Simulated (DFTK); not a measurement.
# Ag (Fm-3m) in DFTK: further runs

One crystal, Ag, is run at these levels: AM05, WC, r2SCAN; tasks: relaxation of cell and atoms.

All numbers are computed with DFTK 0.8.2; they aren't measurements. Logs are shortened: lines on timing, memory, paths and dates and some standing lists are left out, and cuts for length are marked.

### 1 Starting point

It takes space group Fm-3m (No. 225, cubic). The conventional cell has a = 4.085 Å, b = 4.085 Å, c = 4.085 Å, α = 90.00°, β = 90.00°, γ = 90.00°. Ag (site symmetry m-3m) is surrounded by 12 Ag at 2.89 Å.

### 2 Relaxation of cell and atoms, AM05

The input, run.jl:

```julia
using DFTK
using PseudoPotentialData
using Unitful, UnitfulAtomic
using LinearAlgebra, Printf
include("save.jl")
disable_threading()

# lattice vectors are the columns
lattice = austrip(1u"Å") * [           0.0        2.04275        2.04275;
                  2.04275            0.0        2.04275;
                  2.04275        2.04275            0.0]
symbols   = [:Ag]
positions = [[0.0, 0.0, 0.0]]
pseudopotentials = Dict(:Ag => "Ag.upf")
elements = Dict(s => ElementPsp(s, pseudopotentials; rcut=10.0) for s in unique(symbols))
atoms    = [elements[s] for s in symbols]

build_model(lattice, positions; symmetries=true) =
    model_DFT(lattice, atoms, positions;
              functionals=[:gga_x_am05, :gga_c_am05],
              temperature=austrip(0.05u"eV"),
              smearing=Smearing.FermiDirac(),
              kinetic_blowup=BlowupCHV(),
              symmetries)
Ecut  = 52.0  # hartree
kgrid = [8, 8, 8]
tol   = 1e-6
to_GPa = ustrip(uconvert(u"GPa", 1u"hartree/bohr^3"))

model0 = build_model(lattice, positions)
model  = model0
basis0 = PlaneWaveBasis(model; Ecut, kgrid)
display(basis0)
results["steps"] = []
previous = Ref{Any}(nothing)
n = 1
w = 3sqrt(n)  # weight of the strain variables
unpack(x) = (DFTK.voigt_strain_to_full(x[3n+1:end] / w) * lattice, [lattice \ x[3i-2:3i] for i in 1:n])

function energy_gradient(x)
    cell, pos = unpack(x)
    model = build_model(cell, pos; symmetries=model0.symmetries)
    basis = PlaneWaveBasis(model; Ecut, kgrid, basis0.fft_size)
    ρ0 = isnothing(previous[]) ? guess_density(basis) : previous[].ρ * previous[].basis.dvol / basis.dvol
    scfres = self_consistent_field(basis;
                                   tol,
                                   ρ=ρ0,
                                   nbandsalg=AdaptiveBands(model; n_bands_converge=14),
                                   callback=identity)
    previous[] = scfres
    forces = compute_forces_cart(scfres)
    G = -vcat([lattice' \ (cell' * f) for f in forces]...)
    stress = compute_stresses_cart(scfres)
    σ = stress / DFTK.voigt_strain_to_full(x[3n+1:end] / w)'
    G = vcat(G, model.unit_cell_volume * DFTK.full_stress_to_voigt((σ + σ') / 2) / w)
    @printf "step %3d  F = %.8f Ha  max force = %.5f eV/Å  p = %8.4f GPa  V = %.4f Å^3  SCF %d\n" length(results["steps"]) scfres.energies.total ustrip(auconvert(u"eV/Å", maximum(norm, forces))) (-tr(stress) / 3 * to_GPa) ustrip(auconvert(u"Å^3", model.unit_cell_volume)) scfres.n_iter
    push!(results["steps"], Dict("total" => scfres.energies.total, "cell" => rows(eachcol(cell)), "frac" => rows(pos), "forces" => rows(forces), "n_iter" => scfres.n_iter, "stress" => rows(eachrow(stress))))
    scfres.energies.total, G
end

x0 = vcat([lattice * p for p in positions]..., zeros(6))
gtol = 2e-4
function bfgs(x; maxsteps, maxmove=0.3)
    H = Matrix(0.3I, length(x), length(x))  # start Hessian, hartree/bohr^2
    _, g = energy_gradient(x)
    for step in 1:maxsteps
        maximum(abs, g) < gtol && return x, true
        λ, V = eigen(Symmetric(H))
        dx = -V * ((V' * g) ./ abs.(λ))
        dx *= min(1, maxmove / maximum(abs, dx))
        x += dx
        _, gnew = energy_gradient(x)
        dg, Hdx = gnew - g, H * dx
        H += dg * dg' / dot(dg, dx) - Hdx * Hdx' / dot(dx, Hdx)
        g = gnew
    end
    x, maximum(abs, g) < gtol
end
x, relaxed = bfgs(x0; maxsteps=30)
println(relaxed ? "Gradient converged" : "Stopped without reaching the gradient tolerance")
scfres = previous[]
cell, pos = unpack(x)
println("Final lattice vectors (Å)")
display(round.(ustrip.(auconvert.(u"Å", cell')); digits=6))
println("Final reduced positions")
foreach((s, p) -> println(s, "  ", round.(p; digits=6)), symbols, pos)
results["relaxed"] = relaxed
display(scfres.energies)
@printf "Fermi level: %.6f eV\n" ustrip(auconvert(u"eV", something(scfres.εF, NaN)))
forces = compute_forces_cart(scfres)
println("Forces (eV/Å)")
for (s, f) in zip(symbols, forces)
    @printf "%-3s %12.6f %12.6f %12.6f\n" s ustrip.(auconvert.(u"eV/Å", f))...
end
stress = compute_stresses_cart(scfres)
println("Stress (GPa)")
display(round.(stress * to_GPa; digits=4))
println("Levels at the first k-point (eV): ", round.(ustrip.(auconvert.(u"eV", scfres.eigenvalues[1][1:scfres.n_bands_converge])); digits=4))
save_scf!(scfres; forces, stress)
```

Potentials or basis: SG15 1.2 (PBE).

On the command line:

```
$ julia --threads=1 run.jl  # save.jl only writes the numbers to a file and isn't shown; printed stress counts tension as positive; times include loading and compiling
```

Standard output:

```text
PlaneWaveBasis discretization:

    Ecut                 : 52.0 Ha
    fft_size             : (40, 40, 40), 64000 total points
    kgrid                : MonkhorstPack([8, 8, 8])
    num.   red. kpoints  : 512
    num. irred. kpoints  : 29

    Discretized Model(gga_x_am05+gga_c_am05, 3D):
        lattice (in Bohr)    : [0         , 3.86024   , 3.86024   ]
                               [3.86024   , 0         , 3.86024   ]
                               [3.86024   , 3.86024   , 0         ]
        unit cell volume     : 115.05 Bohr³

        atoms                : Ag
        atom potentials      : ElementPsp(:Ag, "Ag.upf")

        num. electrons       : 19
        spin polarization    : none
        temperature          : 0.0018375 Ha
        smearing             : DFTK.Smearing.FermiDirac()

        terms                : Kinetic(, blowup=BlowupCHV())
                               AtomicLocal()
                               AtomicNonlocal()
                               Ewald(nothing)
                               PspCorrection()
                               Hartree()
                               Xc(gga_x_am05, gga_c_am05)
                               Entropy()
step   0  F = -143.63698162 Ha  max force = 0.00000 eV/Å  p =  -2.2921 GPa  V = 17.0481 Å^3  SCF 8
step   1  F = -143.63705033 Ha  max force = 0.00000 eV/Å  p =  -1.2351 GPa  V = 16.8789 Å^3  SCF 7
step   2  F = -143.63707668 Ha  max force = 0.00000 eV/Å  p =   0.0654 GPa  V = 16.6854 Å^3  SCF 7
Gradient converged
Final lattice vectors (Å)
3×3 Matrix{Float64}:
 0.0       2.02816  2.02816
 2.02816  -0.0      2.02816
 2.02816   2.02816  0.0
Final reduced positions
Ag  [-0.0, 0.0, 0.0]
Energy breakdown (in Ha):
    Kinetic             47.8973291
    AtomicLocal         -100.7914270
    AtomicNonlocal      -7.0008267
    Ewald               -107.9624699
    PspCorrection       5.6956809
    Hartree             31.8932119
    Xc                  -13.3684289
    Entropy             -0.0001461

    total               -143.637076677653
Fermi level: 10.015718 eV
Forces (eV/Å)
Ag     -0.000000    -0.000000     0.000000
Stress (GPa)
3×3 StaticArraysCore.SMatrix{3, 3, Float64, 9} with indices SOneTo(3)×SOneTo(3):
 -0.0654   0.0      0.0
  0.0     -0.0654   0.0
  0.0      0.0     -0.0654
Levels at the first k-point (eV): [-81.9888, -45.1895, -45.1895, -45.1895, 2.1662, 5.3734, 5.3734, 5.3734, 6.4693, 6.4693, 26.4202, 30.097, 30.097, 30.097]
```

Wall time 4.5 min (1 thread of Intel Xeon Platinum 8259CL at 2.50GHz (Skylake/Cascade Lake), shared host); peak memory 1.7 GiB.

What came out:

```
Free energy                            : -3908.5640 eV
Relaxed volume                         : 16.69 Å³/atom
Relaxed cell                           : a = 2.868 Å, b = 2.868 Å, c = 2.868 Å, α = 60.00°, β = 60.00°, γ = 60.00°
Space group after relaxing (to 0.05 Å) : Fm-3m (No. 225)
Energy gained by relaxing              : 2.6 meV/atom
Ionic steps                            : 3
Pressure after relaxing                : 0.1 GPa
Band gap on the k mesh                 : none (metal or under the smearing width)
```

The path:
| step | energy change (eV) | largest force (eV/Å) | pressure (GPa) | volume (Å³) |
| --- | --- | --- | --- | --- |
| 1 | 0.0000 | 0.0000 | -2.29 | 17.05 |
| 2 | -0.0019 | 0.0000 | -1.24 | 16.88 |
| 3 | -0.0026 | 0.0000 | 0.07 | 16.69 |

Final structure:
```
Ag
1.0
     0.00000    2.02816    2.02816
     2.02816    0.00000    2.02816
     2.02816    2.02816    0.00000
Ag
1
Direct
  0.00000 0.00000 0.00000
```

Levels at points of the mesh, in eV from the Fermi level:
```csv
k point,band 7,band 8,band 9,band 10,band 11,band 12,band 13,band 14
"(0.00, 0.00, 0.00)",-4.64,-4.64,-3.55,-3.55,16.40,20.08,20.08,20.08
"(-0.50, 0.00, 0.00)",-4.66,-2.71,-2.71,-0.37,3.88,15.58,18.34,18.34
"(-0.50, -0.50, 0.00)",-2.74,-2.50,-2.50,1.69,7.05,10.96,10.96,17.51
```

Caveat: the potentials were made for another functional, which shifts forces and pressure.

### 3 Relaxation of cell and atoms, WC

run.jl, as its differences from that of step 2:

```diff
@@ -19,3 +19,3 @@
     model_DFT(lattice, atoms, positions;
-              functionals=[:gga_x_am05, :gga_c_am05],
+              functionals=[:gga_x_wc, :gga_c_pbe],
               temperature=austrip(0.05u"eV"),
```

Potentials or basis: SG15 1.2 (PBE).

On the command line:

```
$ julia --threads=1 run.jl  # save.jl only writes the numbers to a file and isn't shown; printed stress counts tension as positive; times include loading and compiling
```

Run time: 4.6 min. Hardware: 1 thread of Intel Xeon Platinum 8259CL at 2.50GHz (Skylake/Cascade Lake), shared host; peak memory 1.7 GiB.

The run converged. Its results:

```
Free energy                            : -3911.8190 eV
Relaxed volume                         : 16.78 Å³/atom
Relaxed cell                           : a = 2.874 Å, b = 2.874 Å, c = 2.874 Å, α = 60.00°, β = 60.00°, γ = 60.00°
Space group after relaxing (to 0.05 Å) : Fm-3m (No. 225)
Energy gained by relaxing              : 1.5 meV/atom
Ionic steps                            : 3
Pressure after relaxing                : 0.0 GPa
Band gap on the k mesh                 : none (metal or under the smearing width)
```

Step by step:
```csv
step,energy change (eV),largest force (eV/Å),pressure (GPa),volume (Å³)
1,0.0000,0.0000,-1.76,17.05
2,-0.0011,0.0000,-0.91,16.92
3,-0.0015,0.0000,0.04,16.78
```

Final structure:
```yaml
crystal:
  lattice:
    - [0.00000, 2.03205, 2.03205]
    - [2.03205, 0.00000, 2.03205]
    - [2.03205, 2.03205, 0.00000]
  atoms:
    - { symbol: Ag, position: [0.00000, 0.00000, 0.00000] }
```

Levels at points of the mesh, in eV from the Fermi level:
```tsv
k point	band 7	band 8	band 9	band 10	band 11	band 12	band 13	band 14
(0.00, 0.00, 0.00)	-4.64	-4.64	-3.56	-3.56	16.48	20.04	20.04	20.04
(-0.50, 0.00, 0.00)	-4.66	-2.73	-2.73	-0.31	3.84	15.67	18.25	18.25
(-0.50, -0.50, 0.00)	-2.76	-2.52	-2.52	1.71	7.01	10.91	10.91	17.48
```

Caveat: the potentials were made for another functional, which shifts forces and pressure.

### 4 Relaxation of cell and atoms, r2SCAN

run.jl, as its differences from that of step 3:

```diff
@@ -19,3 +19,3 @@
     model_DFT(lattice, atoms, positions;
-              functionals=[:gga_x_wc, :gga_c_pbe],
+              functionals=r2SCAN(),
               temperature=austrip(0.05u"eV"),
```

Potentials or basis: SG15 1.2 (PBE).

On the command line:

```
$ julia --threads=1 run.jl  # save.jl only writes the numbers to a file and isn't shown; printed stress counts tension as positive; times include loading and compiling
```

Standard output:

```text
PlaneWaveBasis discretization:

    Ecut                 : 52.0 Ha
    fft_size             : (40, 40, 40), 64000 total points
    kgrid                : MonkhorstPack([8, 8, 8])
    num.   red. kpoints  : 512
    num. irred. kpoints  : 29

    Discretized Model(mgga_x_r2scan+mgga_c_r2scan, 3D):
        lattice (in Bohr)    : [0         , 3.86024   , 3.86024   ]
                               [3.86024   , 0         , 3.86024   ]
                               [3.86024   , 3.86024   , 0         ]
        unit cell volume     : 115.05 Bohr³

        atoms                : Ag
        atom potentials      : ElementPsp(:Ag, "Ag.upf")

        num. electrons       : 19
        spin polarization    : none
        temperature          : 0.0018375 Ha
        smearing             : DFTK.Smearing.FermiDirac()

        terms                : Kinetic(, blowup=BlowupCHV())
                               AtomicLocal()
                               AtomicNonlocal()
                               Ewald(nothing)
                               PspCorrection()
                               Hartree()
                               Xc(mgga_x_r2scan, mgga_c_r2scan)
                               Entropy()
step   0  F = -143.83331172 Ha  max force = 0.00000 eV/Å  p =   1.3988 GPa  V = 17.0481 Å^3  SCF 9
step   1  F = -143.83333733 Ha  max force = 0.00000 eV/Å  p =   0.7589 GPa  V = 17.1519 Å^3  SCF 9
step   2  F = -143.83334846 Ha  max force = 0.00000 eV/Å  p =   0.0267 GPa  V = 17.2767 Å^3  SCF 9
Gradient converged
Final lattice vectors (Å)
3×3 Matrix{Float64}:
 -0.0       2.05184   2.05184
  2.05184  -0.0       2.05184
  2.05184   2.05184  -0.0
Final reduced positions
Ag  [0.0, 0.0, -0.0]
Energy breakdown (in Ha):
    Kinetic             48.1831190
    AtomicLocal         -103.0478022
    AtomicNonlocal      -7.1207288
    Ewald               -106.7163732
    PspCorrection       5.5007307
    Hartree             32.9787809
    Xc                  -13.6109292
    Entropy             -0.0001456

    total               -143.833348461073
Fermi level: 9.523909 eV
Forces (eV/Å)
Ag      0.000000     0.000000    -0.000000
Stress (GPa)
3×3 StaticArraysCore.SMatrix{3, 3, Float64, 9} with indices SOneTo(3)×SOneTo(3):
 -0.0267  -0.0      0.0
  0.0     -0.0267  -0.0
  0.0      0.0     -0.0267
Levels at the first k-point (eV): [-85.324, -47.7048, -47.7048, -47.7048, 1.8742, 4.6303, 4.6303, 4.6303, 5.6488, 5.6488, 26.5429, 30.1182, 30.1182, 30.1182]
```

Run time: 13 min. Hardware: 1 thread of Intel Xeon Platinum 8259CL at 2.50GHz (Skylake/Cascade Lake), shared host; peak memory 1.7 GiB.

Results:

```
Free energy                            : -3913.9048 eV
Relaxed volume                         : 17.28 Å³/atom
Relaxed cell                           : a = 2.902 Å, b = 2.902 Å, c = 2.902 Å, α = 60.00°, β = 60.00°, γ = 60.00°
Space group after relaxing (to 0.05 Å) : Fm-3m (No. 225)
Energy gained by relaxing              : 1.0 meV/atom
Ionic steps                            : 3
Pressure after relaxing                : 0.0 GPa
Band gap on the k mesh                 : none (metal or under the smearing width)
```

The path:
```tsv
step	energy change (eV)	largest force (eV/Å)	pressure (GPa)	volume (Å³)
1	0.0000	0.0000	1.40	17.05
2	-0.0007	0.0000	0.76	17.15
3	-0.0010	0.0000	0.03	17.28
```

Final structure:
```
Ag
1.0
     0.00000    2.05184    2.05184
     2.05184    0.00000    2.05184
     2.05184    2.05184    0.00000
Ag
1
Direct
  0.00000 0.00000 0.00000
```

Caveat: the potentials were made for another functional, which shifts forces and pressure. Zero-point motion and thermal expansion aren't in these numbers.

### 5 The reference run

An earlier run on the cell as given: functional PBEsol; potentials or basis dojo.nc.sr.pbesol.v0_4_1.standard.upf (PBEsol); cutoff 1116 eV; k mesh 11 × 11 × 11; occupations fermi-dirac, width 0.05 eV; no spin polarisation.

- Pressure: -3.1 GPa
- Band gap on the k mesh: none (metal or under the smearing width)

### 6 The runs side by side

```csv
level,gap on the mesh (eV),pressure (GPa),relaxed volume (Å³/atom)
AM05,none,0.1,16.69
WC,none,0.0,16.78
r2SCAN,none,0.0,17.28
```

Alike in all rows: task relaxation of cell and atoms; potentials or basis SG15 1.2 (PBE); no spin polarisation; cell relaxed; k mesh 8 × 8 × 8; cutoff (eV) 1415; smearing fermi-dirac 0.05 eV.

Caveats: the potentials were made for another functional, which shifts forces and pressure.

Total energies depend on the potentials used, so only differences within one code and one set of settings carry meaning.
